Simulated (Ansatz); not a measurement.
From formation energies to a reaction energy: Al3As

All numbers below come from DFT PBE, scalar-relativistic, plane waves, PAW (Ansatz 0.2.0). All cells share a 420 eV cutoff and Γ-centred k meshes spaced at most about 0.3 Å⁻¹ (about 0.25 or finer for metals, 2π included). No spin polarisation.

Energies over the elements count from the elements' standard structures at the same level, with no fitted energy shifts.

All energies are static (0 K, no zero-point motion). The reference form of As is held partly by dispersion forces, which this level lacks.

A trial structure of Al3As (reached from: TePd3 type (I4/mmm); relaxed: space group I4/mmm (No. 139), a = 4.050 Å, c = 8.507 Å) has a formation energy of 0.108 eV/atom. At its composition the lowest mixture among the elements and 1 reference phase computed alike (others may be missing) consists of these:

```csv
phase,source,ΔE_f (eV/atom)
Al (solid),element,0.000
AlAs (F-43m),COD,-0.487
```

Question: Write the balanced decomposition and find its energy per atom, per formula unit and per mole of formula units.

Answer: Balancing Al and As gives Al3As → 2 Al + AlAs. The left side holds 4 atoms, and the products take 2/4 (Al) and 2/4 (AlAs) of them. The mixture therefore lies at 2/4 × (0.000) + 2/4 × (-0.487) = -0.244 eV/atom. The reaction energy is -0.244 − (0.108) = -0.352 eV/atom. Times 4 atoms that is -1.408 eV per Al3As, and times 96.485 it is -136 kJ per mole of Al3As. Decomposition is downhill, so the trial structure is unstable against this mixture.
